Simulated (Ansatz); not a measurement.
## What a trial cell of SiC relaxes into

Theory: DFT PBE, scalar-relativistic, plane waves, PAW in Ansatz. Cutoff 420 eV, Γ-centred k mesh, Gaussian smearing, no spin polarisation in the final step.

The start is a random cell of SiC with space group P3_121 (No. 152), drawn with lower limits on the distances.

```
Si C
1.0
     3.93413    0.00000    0.00000
    -1.96707    3.40706    0.00000
     0.00000    0.00000    5.63133
Si C
3 3
Direct
  0.00000 0.00000 0.16667
  0.00000 0.00000 0.50000
  0.00000 0.00000 0.83333
  0.79497 0.79497 0.00000
  0.20503 0.00000 0.33333
  0.00000 0.20503 0.66667
```

Cell and atoms relax at zero pressure; the relaxation can't lower the symmetry of the start. After a coarse first stage the cell is made exact in the group found at 0.06 Å.

Energies over the elements count from the elements' standard structures at the same level, with no empirical corrections.

**Question.** Describe the relaxed structure.

**Answer.** It ends in Fm-3m (No. 225). The result has the rock salt structure. Conventional cell: a = 4.057 Å. Si is coordinated by 6 C at 2.03 Å; C has 6 Si at 2.03 Å.

```xyz
2
Lattice="0.0000 2.0285 2.0285 2.0285 0.0000 2.0285 2.0285 2.0285 0.0000" Properties=species:S:1:pos:R:3 pbc="T T T"
Si    2.0285    2.0285    2.0285
C     0.0000    0.0000    0.0000
```

**Question.** What are its volume, energy, density and gap?

**Answer.** The volume per atom is 8.35 Å³ and the density is 3.99 g/cm³. The energy over the elements is 0.53 eV/atom and the gap on the 24×24×24 mesh is 0 eV (a metal).

The final run used a 24×24×24 mesh on its 2-atom cell and 0.10 eV smearing. For metals, differences of a few meV/atom aren't resolved. A structure relaxed within its symmetry needn't be a true minimum.

Cost: 2 runs of about 1.6 core-minutes in all, on Arm Neoverse V1 (shared hosts).